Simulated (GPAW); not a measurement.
Crystal: Au.

```
Au
1.0
     0.00000    2.03500    2.03500
     2.03500    0.00000    2.03500
     2.03500    2.03500    0.00000
Au
1
Cartesian
  0.0000 0.0000 0.0000
```

Base run:

| Item | Value |
| --- | --- |
| Program | GPAW 26.7.0 |
| Functional | revPBE |
| Potentials or basis | the program's PAW data sets (release 1.2.1) made for this functional |
| Cutoff | 600 eV |
| Basis | pw |
| k mesh | 11 × 11 × 11 |
| Occupations | fermi-dirac, width 0.05 eV |
| Spin | no spin polarisation |

Its results: pressure 16.1 GPa.

**Question.** The run is repeated on the same cell with these changes: functional from revPBE to RPBE. What comes out?

**Answer.** Pressure 17.1 GPa.

Caveats: with this Au data set, volumes or pressures lay over 1.5 % or 2 GPa off other programs in two to four cells of ten; so large a pressure means that the cell lies far from this level's equilibrium, or that cutoff or potentials fall short.
